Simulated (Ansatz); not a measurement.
Ti:

```
Ti
1.0
    -1.64100    1.64100    1.64100
     1.64100   -1.64100    1.64100
     1.64100    1.64100   -1.64100
Ti
1
Direct
  0.00000 0.00000 0.00000
```

This isn't the form of Ti at room conditions, which is hcp.

Base run:

| Quantity | Value |
| --- | --- |
| Program | Ansatz 0.2.0 |
| Functional | LDA |
| Potentials or basis | Ansatz PAW |
| Cutoff | 420 eV |
| Density cutoff | 1680 eV |
| k mesh | 11 × 11 × 11 |
| Occupations | fermi-dirac, width 0.05 eV |
| Spin | no spin polarisation |

Its results: band gap on the k mesh none (metal or under the smearing width); pressure -10.9 GPa.

Task: After a change of settings the same cell gave: band gap on the k mesh none (metal or under the smearing width); pressure -2.8 GPa. Which change was it?
A. functional from LDA to PBEsol
B. functional from LDA to PBEsol; k mesh from 11 × 11 × 11 to 7 × 7 × 7
C. functional from LDA to r2SCAN; cutoff from 420 eV to 500 eV; density cutoff from 1680 eV to 2000 eV
D. functional from LDA to BLYP

Result: C.

Caveats: the PAW data sets come from PBE, with cores solved anew for the run's functional, which leaves a small shift of forces and pressure.

Not every run made on this cell is shown here.
